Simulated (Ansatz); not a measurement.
We consider spinel MgAl2O4, described by r²SCAN+rVV10 (Ansatz, a program for electronic structure, PAW).

Run with plane-wave cutoff 500 eV, 8×8×8 k mesh, gaussian smearing 0.02 eV, scalar-relativistic PAW data made under PBE.

Cell (relaxed at this level):

```yaml
crystal:
  lattice:
    - [0.00000, 4.03502, 4.03502]
    - [4.03502, 0.00000, 4.03502]
    - [4.03502, 4.03502, 0.00000]
  atoms:
    - { symbol: Mg, position: [0.00000, 0.00000, 0.00000] }
    - { symbol: Mg, position: [0.25000, 0.25000, 0.25000] }
    - { symbol: Al, position: [0.62500, 0.12500, 0.62500] }
    - { symbol: Al, position: [0.12500, 0.62500, 0.62500] }
    - { symbol: Al, position: [0.62500, 0.62500, 0.12500] }
    - { symbol: Al, position: [0.62500, 0.62500, 0.62500] }
    - { symbol: O, position: [0.38851, 0.83448, 0.38851] }
    - { symbol: O, position: [0.41552, 0.86149, 0.86149] }
    - { symbol: O, position: [0.38851, 0.38851, 0.83448] }
    - { symbol: O, position: [0.86149, 0.41552, 0.86149] }
    - { symbol: O, position: [0.38851, 0.38851, 0.38851] }
    - { symbol: O, position: [0.86149, 0.86149, 0.86149] }
    - { symbol: O, position: [0.83448, 0.38851, 0.38851] }
    - { symbol: O, position: [0.86149, 0.86149, 0.41552] }
```

### Question
Predict the band gap.

### Answer

- band gap = 6.19 eV (on the SCF k mesh)

Measured, for comparison: band gap 7.8 eV (temperature not stated, not corrected to a static lattice; as tabulated in Neo et al. (2023), doi:10.1002/gch2.202200236). Computed (rounded) less measured: band gap -1.61 eV.

The computed numbers hold no vibrational or temperature effects.

Cost on a shared machine: around 2.1 core-minutes (rough).
